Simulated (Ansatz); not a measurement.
Crystal: Sn.

```
Sn
1.0
    -2.94014    2.94014    1.59930
     2.94014   -2.94014    1.59930
     2.94014    2.94014   -1.59930
Sn
2
Cartesian
  0.0000 0.0000 0.0000
  0.0000 2.9401 0.7997
```

| Property | Result |
| --- | --- |
| Program | Ansatz 0.2.0 |
| Task | relaxation of cell and atoms |
| Functional | B3LYP |
| Potentials or basis | Ansatz PAW |
| Cutoff | 420 eV (not typed: the program's choice for these potentials) |
| k mesh | 5 × 5 × 5 |
| Occupations | fermi-dirac, width 0.05 eV |
| Spin | no spin polarisation |

At the start: volume 27.65 Å³/atom.

Where does the relaxation end?

It ends after 5 steps and the volume is 29.56 Å³/atom (+6.9 %); space group I4_1/amd (No. 141, to 0.05 Å).

Step by step:
| step | energy change (eV) | largest force (eV/Å) | volume (Å³) |
| --- | --- | --- | --- |
| 1 | 0.0000 | 0.0000 | 55.30 |
| 2 | -0.1086 | 0.0000 | 60.22 |
| 3 | -0.1148 | 0.0000 | 59.51 |
| 4 | -0.1154 | 0.0000 | 59.12 |
| 5 | -0.1160 | 0.0000 | 59.12 |

Final structure:
```
CELL_PARAMETERS angstrom
-3.08010 3.08010 1.55786
3.08010 -3.08010 1.55786
3.08010 3.08010 -1.55786
ATOMIC_POSITIONS crystal
Sn 0.00000 0.00000 0.00000
Sn 0.75000 0.25000 0.50000
```

Caveat: the k mesh is coarse (spacing up to 0.45 Å⁻¹), so the values aren't converged, least of all with exact exchange; the plane-wave basis is chosen anew once the cell has moved, so the energies of steps on either side of that aren't comparable; the PAW data sets come from PBE, with cores solved anew for the run's functional, which leaves a small shift of forces and pressure.
